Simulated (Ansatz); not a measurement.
# P (Im-3m): seeking the equilibrium cell

Aim: the volume at which the pressure of P (Im-3m) vanishes. Whether the element takes this structure at low temperature is a separate question.

Program: Ansatz 0.2.0. Level of theory: DFT r²SCAN and PBE (the runs whose input is shown use PBE), scalar-relativistic, plane waves, PAW. These are calculated values, not measurements.

The runs add the D3(BJ) dispersion term to the functional named.

## Step 1: The starting structure

It takes space group Im-3m (No. 229, cubic). Conventional cell: a = 3.224 Å, b = 3.224 Å, c = 3.224 Å, α = 90.00°, β = 90.00°, γ = 90.00°. P (site symmetry m-3m) is surrounded by 8 P at 2.79 Å.

Structure file:

```cif
data_structure
_symmetry_space_group_name_H-M 'Im-3m'
_symmetry_Int_Tables_number 229
_cell_length_a 3.2236
_cell_length_b 3.2236
_cell_length_c 3.2236
_cell_angle_alpha 90.000
_cell_angle_beta 90.000
_cell_angle_gamma 90.000
_cell_volume 33.50
loop_
_atom_site_label
_atom_site_type_symbol
_atom_site_symmetry_multiplicity
_atom_site_Wyckoff_symbol
_atom_site_fract_x
_atom_site_fract_y
_atom_site_fract_z
_atom_site_occupancy
P1 P 2 a 0.00000 0.00000 0.00000 1
```

## Step 2: First run, at the start cell

input.yaml

```yaml
crystal:
  lattice:
    - [-1.61179735, 1.61179735, 1.61179735]
    - [1.61179735, -1.61179735, 1.61179735]
    - [1.61179735, 1.61179735, -1.61179735]
  atoms:
    - { symbol: P, position: [0.0, 0.0, 0.0] }
basis:
  ecutwfc: 420
  ecutrho_ratio: 4
kpoints:
  mp_grid: { grid: [8, 8, 8] }
hamiltonian:
  xc: pbe
  dispersion: d3bj
scf:
  occupations: { method: gaussian, width: 0.05 }
output:
  forces: true
  stress: true
  eigenvalues: true
```

Command:

```console
$ ansatz run input.yaml --threads 1 --pin off --max-ram 2560MiB --backend cpu --events-out ev --progress --plain --runs-dir out
```

The runs that follow: Volume adjusted, run 2; A new volume, run 3; Volume adjusted, run 4; Another level, run 5; Volume adjusted, run 6; A new volume, run 7.

What does the calculation give? Wanted: volume; pressure; conventional cell; gap on the mesh.

The runs gave:

| quantity | value |
| --- | --- |
| volume | 13.964 Å³/atom |
| pressure | -0.03 GPa |
| conventional cell | a = 3.034 Å, b = 3.034 Å, c = 3.034 Å, α = 90.00°, β = 90.00°, γ = 90.00° |
| gap on the mesh | none (metal) |

What this shows: The volume went from 16.75 to 13.96 Å³/atom (-16.6 %), where 0.03 GPa is left.
